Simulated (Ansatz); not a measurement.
# CuO (P-1) in Ansatz: further runs

Aim: see how the results for CuO move with the level of theory and the settings. Levels: LDA, r2SCAN. Tasks: band structure, single point, equation of state.

All numbers are computed with Ansatz 0.2.0; they aren't measurements. Logs are shortened: lines on timing, memory, paths and dates and some standing lists are left out, and cuts for length are marked.

## Step 1: The crystal as given

The typed cell holds 4 atoms: a = 2.880 Å, b = 2.880 Å, c = 5.176 Å, α = 89.81°, β = 89.81°, γ = 89.22°.

The cell comes from a database or a generator and needn't be the stable form of this composition.

## Step 2: Band structure, LDA

Contents of input.yaml:

```yaml
crystal:
  lattice:
    - [2.8795009639, 0.0, 0.0]
    - [0.039072758, 2.8792794796, 0.0]
    - [0.0174953863, 0.0172449008, 5.1763391994]
  atoms:
    - { symbol: Cu, position: [0.0, 0.5, 0.0] }
    - { symbol: Cu, position: [0.5, 0.0, 0.5] }
    - { symbol: O, position: [0.99842397, 0.00167178, 0.7498871] }
    - { symbol: O, position: [0.00157603, 0.99832822, 0.2501129] }
hamiltonian:
  xc: lda
  pseudopotentials: { kind: paw }
kpoints:
  mp_grid: { grid: [9, 9, 5] }
  band_path:
    path:
      - [[0.0, 0.0, 0.0], [0.5, 0.5, 0.0], [0.5009280546, 0.5009280546, 0.4940215567], [0.5, 0.5, 0.5], [0.5075950467, 0.4924049533, 0.5]]
      - [[0.4924049533, -0.4924049533, 0.5], [0.0, 0.0, 0.5], [0.4990719454, 0.4990719454, 0.5059784433]]
      - [[0.5, 0.5, 0.0], [0.5066808622, 0.4933191378, 0.0]]
      - [[0.4933191378, -0.4933191378, 0.0], [0.0, 0.0, 0.0], [0.5, 0.0, 0.0]]
      - [[0.5, 0.0, 0.5], [0.0, 0.0, 0.0]]
    npoints: 14
scf:
  occupations: { method: fermi_dirac, width: 0.05 }
  n_extra_bands: 10
output:
  forces: true
  stress: true
  eigenvalues: true
  fatbands: true
```

Potentials or basis: Ansatz PAW.

The run is started by

```sh
ansatz run input.yaml --threads 2 --pin off --max-ram 5632MiB --backend cpu --events-out ev --progress --plain --runs-dir out
```

What it wrote:

```text
Warning: RAYON_NUM_THREADS=2 ignored (pool sized by the plan → 2); use --threads N
scf.n_extra_bands = 10 over 25 filled bands (N_el = 50.0): the run solves 35 bands
Engine: ansatz 0.2.0, x86_64-unknown-linux-gnu
Pseudopotentials: kind: paw
Pseudopotential: Cu, paw, valence charge 19, recommended cutoff 420 eV (normal), Cu.paw.azcp
Pseudopotential: O, paw, valence charge 6, recommended cutoff 420 eV (normal), O.paw.azcp
Functional definition: SPW92
  exchange = slater_x
  correlation = pw_c
Crystal: 4 atoms, lattice volume = 42.916 Å³
Basis set: ecut = 420 eV, 827 PW (Γ)
Bands: 35, of which v1, the nominal top of the filled ones, is band 25 counted from 1 (24 counted from 0)
Symmetry: 2 space group operations
Space group: P-1 (ITA 2), of the structure as read, at distance tolerance 3.5e-5 Å
k-points: 203 of 405
Non-local potential: Cu, projectors of the file, l = 0: 3, l = 1: 2, l = 2: 3, l = 3: 1
Non-local potential: O, projectors of the file, l = 0: 2, l = 1: 2, l = 2: 1
PAW form: soft (Blöchl's): semilocal exchange-correlation on the pseudo side does not see the compensation charge
PAW frozen core: Cu, regenerated for the run's functional, and the local potential with it (the file was generated under x = pbe(κ = 0.804, μ = 0.2195149727645171), c = pbe(β = 0.06672455060314922))
PAW frozen core: O, regenerated for the run's functional, and the local potential with it (the file was generated under x = pbe(κ = 0.804, μ = 0.2195149727645171), c = pbe(β = 0.06672455060314922))
PAW one-centre angular grid: Cu, 590 points (default); XC on 64 Gauss nodes
PAW one-centre angular grid: O, 110 points (default); XC on 64 Gauss nodes
Initial density: superposition of atomic densities (neutral atoms: chi_scale 0, normalization atom), corrected by the library's trained network
Initial wavefunctions: pseudopotential atomic-orbital guess
Functional: x = slater, c = lda
SCF iter   1: F=—  HF=-14219.334747 eV  |F-HF|=—  |Δ(HF+E_count)|=         —  Δρ=2.30e-2  dr2=1.55e-1  ethr=1.77e-3  ⟨swp⟩=5.3  Hψ=27174  notcnv=0  defer=44
preconditioner: auto → LDOS  [metal: Δε(μ)=0.058 eV  Ē_g=15.334 eV  σ=0.050 eV  W_gap=0.28  n_scr=16 (ndim 8)  ℏωp=33.1 eV  f_vac=0.037  D(μ)=2.20/eV (n_scr^D=16)  β→1.0]
SCF iter   2: F=—  HF=-14219.391223 eV  |F-HF|=—  |Δ(HF+E_count)|=   5.65e-2  Δρ=3.64e-2  dr2=2.96e-1  ethr=3.10e-4  ⟨swp⟩=2.4  Hψ=15348  notcnv=0  defer=599  recentre
SCF iter   3: F=—  HF=-14219.288098 eV  |F-HF|=—  |Δ(HF+E_count)|=   1.03e-1  Δρ=5.03e-3  dr2=9.61e-3  ethr=3.10e-4  ⟨swp⟩=2.3  Hψ=12688  notcnv=0  defer=599
SCF iter   4: F=—  HF=-14219.285795 eV  |F-HF|=—  |Δ(HF+E_count)|=   2.30e-3  Δρ=2.34e-3  dr2=1.56e-3  ethr=1.92e-5  ⟨swp⟩=2.8  Hψ=12237  notcnv=0  defer=598
SCF iter   5: F=—  HF=-14219.285522 eV  |F-HF|=—  |Δ(HF+E_count)|=   2.73e-4  Δρ=6.35e-4  dr2=1.05e-4  ethr=3.13e-6  ⟨swp⟩=1.7  Hψ=7795  notcnv=0  defer=598
SCF iter   6: F=—  HF=-14219.285504 eV  |F-HF|=—  |Δ(HF+E_count)|=   1.80e-5  Δρ=1.48e-4  dr2=5.64e-6  ethr=2.10e-7  ⟨swp⟩=2.0  Hψ=8144  notcnv=0  defer=598
SCF iter   7: F=—  HF=-14219.285504 eV  |F-HF|=—  |Δ(HF+E_count)|=   3.97e-7  Δρ=3.37e-5  dr2=2.77e-7  ethr=1.13e-8  ⟨swp⟩=2.1  Hψ=8512  notcnv=0  defer=598
SCF iter   8: F=-14219.285504 eV  HF=-14219.285504 eV  |F-HF|=5.22e-9  |Δ(HF+E_count)|=   1.56e-8  Δρ=5.21e-6  dr2=6.37e-9  ethr=2.00e-10  ⟨swp⟩=8.1  Hψ=31165  notcnv=0
SCF 1 converged in 8 iterations: F = -14219.285504 eV  dr2 = 6.37e-9
NSCF: frozen V_eff on 145 k-points
SCF converged after 8 iterations
Free energy (F): -14219.285504 eV
Harris-Foulkes:  -14219.285504 eV  (|F-HF|=5.22e-9)
Internal energy: -14219.266263 eV  (E = F + TS)
E sigma→0 (E₀):  -14219.275883 eV
Entropy (-TS):   -0.019241 eV (-4.810 meV/atom)
Fermi energy:    10.958268 eV
--- Per-component energies (eV) ---
  E_band       = -917.791744
  E_kinetic    = 940.665090
  E_local      = -10029.192510  (includes V_loc(G=0)·N_el)
  E_nonlocal   = 886.789717
  E_hartree    = 4331.834482
  E_xc         = -320.195024
  E_vxc        = -413.634778  (∫ρ·V_xc dr)
  E_paw        = -3474.568491  (= ΣΔE_a)
  E_vpaw       = -966.098089  (= ΣTr[D̂ρ^β])
  E_aug_tail   = 0.005505  (compensation charges beyond the density's cutoff)
  E_ewald      = -6555.698196
  E_core_change = 1.093163  (= ΣΔE_core)
  E_smearing   = -0.019241  (= −TS)
  E_closure    = -0.000000  (closes the sum)
  Σ components = -14219.285504   (vs F -14219.285504, Δ=0.00e0)
--- Forces (eV/Å), atoms counted from 1 ---
  atom   1  Cu     0.00000000     0.00000000     0.00000000
  atom   2  Cu     0.00000000     0.00000000     0.00000000
  atom   3  O      0.00750126    -0.00891682     0.00906822
  atom   4  O     -0.00750126     0.00891682    -0.00906822
  max |Σ_I F_I| component: 0.00e0 eV/Å
--- Stress (GPa, compression-positive) ---
       -6.506029      -0.154529      -0.038394
       -0.154529      -6.538889      -0.028185
       -0.038395      -0.028185     -12.488221
  P = ⅓ Tr σ = -8.5110 GPa (-85.110 kbar)
--- Band table (eV; the first three rows and the last of 203) ---
  k-point 0: bands = ["-100.9826", "-100.9788", "-58.9201", "-58.9157", "-58.8798", "-58.8721", "-58.5845", "-58.5819", "-8.7939", "-7.4143", "2.4930", "5.3600", "5.3883", "7.0667", "7.4969", "7.5008", "7.5044", "7.8255", "8.1951", "8.5008", "8.5114", "8.5592", "8.6437", "8.9393", "11.6373", "11.6704", "12.4457", "17.0714", "18.2098", "24.4363", "25.5323", "25.5578", "25.7930", "26.5499", "27.0390"]
  k-point 1: bands = ["-100.9826", "-100.9788", "-58.9201", "-58.9157", "-58.8793", "-58.8726", "-58.5845", "-58.5819", "-8.6843", "-7.5757", "2.8896", "5.3799", "5.4040", "6.8275", "7.2425", "7.2839", "7.2867", "7.5020", "8.4178", "8.5673", "8.6355", "8.8307", "8.8472", "8.8536", "11.4658", "11.4956", "12.9539", "16.1685", "19.4284", "24.5473", "25.0722", "25.7563", "25.7620", "26.2747", "26.9878"]
  k-point 2: bands = ["-100.9826", "-100.9788", "-58.9201", "-58.9157", "-58.8783", "-58.8736", "-58.5845", "-58.5819", "-8.3800", "-7.9609", "3.9544", "5.4032", "5.4174", "5.4292", "7.0458", "7.0467", "7.3393", "7.4611", "8.5268", "8.5883", "8.6140", "8.6659", "9.3358", "9.3451", "11.1240", "11.1399", "13.9744", "15.0567", "21.3573", "23.4060", "24.8978", "25.5126", "26.1994", "26.2363", "26.8197"]
  k-point 202: bands = ["-100.9817", "-100.9780", "-58.9352", "-58.9166", "-58.8762", "-58.8726", "-58.5941", "-58.5850", "-7.9875", "-7.2722", "3.7906", "3.9276", "5.0885", "5.3877", "6.4995", "6.7756", "7.7886", "8.2497", "8.3019", "8.4954", "8.6779", "8.9031", "9.1016", "9.4023", "10.8529", "11.4369", "14.8177", "16.4984", "18.6504", "21.5227", "22.4335", "24.9002", "25.0672", "27.7714", "28.2472"]
```

Wall time 15 s (2 threads of AMD EPYC 7R43 (Zen 3), shared host); peak memory 0.53 GiB.

Results:

```yaml
Free_energy: -14219.2855 eV
Pressure: -8.5 GPa
Largest_force: 0.015 eV/Å
Band_gap_on_the_k_mesh: none (metal or under the smearing width)
```

Forces on the atoms (eV/Å):
```
Cu   0.000  0.000  0.000
Cu   0.000  0.000  0.000
O    0.008 -0.009  0.009
O   -0.008  0.009 -0.009
```

Stress tensor (GPa, compression positive):
```
 -6.51  -0.15  -0.04
 -0.15  -6.54  -0.03
 -0.04  -0.03 -12.49
```

Levels at the corners of the path, in eV from the Fermi level:
```csv
point,band 21,band 22,band 23,band 24,band 25,band 26,band 27,band 28,band 29,band 30
Γ,-2.45,-2.40,-2.31,-2.02,0.68,0.71,1.49,6.11,7.25,13.48
Y,-2.34,-2.34,-1.62,-1.15,-1.14,1.20,2.03,7.00,9.72,9.98
F,-1.99,-1.99,-1.38,-1.37,-0.48,-0.43,3.85,3.93,10.62,10.63
L,-1.99,-1.99,-1.38,-1.37,-0.46,-0.46,3.89,3.89,10.62,10.63
I,-1.99,-1.99,-1.38,-1.38,-0.46,-0.46,3.89,3.89,10.62,10.63
I1,-1.99,-1.99,-1.38,-1.38,-0.46,-0.46,3.89,3.89,10.62,10.63
Z,-2.36,-2.35,-1.52,-1.52,0.10,0.10,3.56,3.56,11.43,11.44
F1,-1.99,-1.99,-1.38,-1.37,-0.48,-0.43,3.85,3.93,10.62,10.63
Y,-2.34,-2.34,-1.62,-1.15,-1.14,1.20,2.03,7.00,9.72,9.98
X1,-2.34,-2.34,-1.62,-1.15,-1.15,1.20,2.03,6.99,9.72,9.99
X,-2.34,-2.34,-1.62,-1.15,-1.15,1.20,2.03,6.99,9.72,9.99
Γ,-2.45,-2.40,-2.31,-2.02,0.68,0.71,1.49,6.11,7.25,13.48
N,-2.25,-1.93,-1.57,-1.49,0.23,0.46,3.36,5.97,6.53,11.04
M,-2.42,-2.39,-2.03,-1.83,-0.10,0.71,4.13,5.89,8.27,8.93
Γ,-2.45,-2.40,-2.31,-2.02,0.68,0.71,1.49,6.11,7.25,13.48
```

Caveat: the pressure holds a Pulay correction of +0.9 GPa for the finite cutoff; the run has no spin polarisation, though such a crystal can be magnetic; semilocal functionals often make such compounds metallic where correlation or magnetic order opens a gap, which also shifts bond lengths; the PAW data sets come from PBE, with cores solved anew for the run's functional, which leaves a small shift of forces and pressure.

## Step 3: Single point, LDA, 10.09 Å³/atom (volume scaled by 0.94)

Contents of input.yaml:

```yaml
crystal:
  lattice:
    - [2.8207191443, 0.0, 0.0]
    - [0.038275131, 2.8205021813, 0.0]
    - [0.0171382374, 0.0168928653, 5.0706699737]
  atoms:
    - { symbol: Cu, position: [0.0, 0.5, 0.0] }
    - { symbol: Cu, position: [0.5, 0.0, 0.5] }
    - { symbol: O, position: [0.99842397, 0.00167178, 0.7498871] }
    - { symbol: O, position: [0.00157603, 0.99832822, 0.2501129] }
hamiltonian:
  xc: lda
  pseudopotentials: { kind: paw }
kpoints:
  mp_grid: { grid: [9, 9, 5] }
scf:
  occupations: { method: fermi_dirac, width: 0.05 }
output:
  forces: true
  stress: true
  eigenvalues: true
```

Potentials or basis: Ansatz PAW.

The run is started by

```sh
ansatz run input.yaml --threads 2 --pin off --max-ram 5632MiB --backend cpu --events-out ev --progress --plain --runs-dir out
```

Run time: 7.3 s. Hardware: 2 threads of AMD EPYC 7R43 (Zen 3), shared host; peak memory 0.49 GiB.

It converged, with:

```
Free energy            : -14219.3381 eV
Pressure               : 2.6 GPa
Largest force          : 0.013 eV/Å
Band gap on the k mesh : none (metal or under the smearing width)
```

Caveat: the pressure holds a Pulay correction of +0.9 GPa for the finite cutoff; the run has no spin polarisation, though such a crystal can be magnetic; semilocal functionals often make such compounds metallic where correlation or magnetic order opens a gap, which also shifts bond lengths; the PAW data sets come from PBE, with cores solved anew for the run's functional, which leaves a small shift of forces and pressure.

## Step 4: Single point, LDA, 10.30 Å³/atom (volume scaled by 0.96)

Edit input.yaml of step 3 so:

```diff
@@ -2,5 +2,5 @@
   lattice:
-    - [2.8207191443, 0.0, 0.0]
-    - [0.038275131, 2.8205021813, 0.0]
-    - [0.0171382374, 0.0168928653, 5.0706699737]
+    - [2.8405840181, 0.0, 0.0]
+    - [0.038544683, 2.8403655272, 0.0]
+    - [0.0172589332, 0.017011833, 5.1063800938]
   atoms:
@@ -21 +21,5 @@
   eigenvalues: true
+  write_density: true
+  write_potential: true
+  elf: true
+  volumetric_format: npy
```

The run is started by

```sh
ansatz run input.yaml --threads 2 --pin off --max-ram 5632MiB --backend cpu --events-out ev --progress --plain --runs-dir out
```

Wall time 8.9 s (2 threads of AMD EPYC 7R43 (Zen 3), shared host); peak memory 0.49 GiB.

It converged, with:

| Item | Value |
| --- | --- |
| Free energy | -14219.3408 eV |
| Pressure | -1.5 GPa |
| Largest force | 0.013 eV/Å |
| Band gap on the k mesh | none (metal or under the smearing width) |

Caveat: the pressure holds a Pulay correction of +0.9 GPa for the finite cutoff; the run has no spin polarisation, though such a crystal can be magnetic; semilocal functionals often make such compounds metallic where correlation or magnetic order opens a gap, which also shifts bond lengths; the PAW data sets come from PBE, with cores solved anew for the run's functional, which leaves a small shift of forces and pressure.

[end of part 1 of 2]
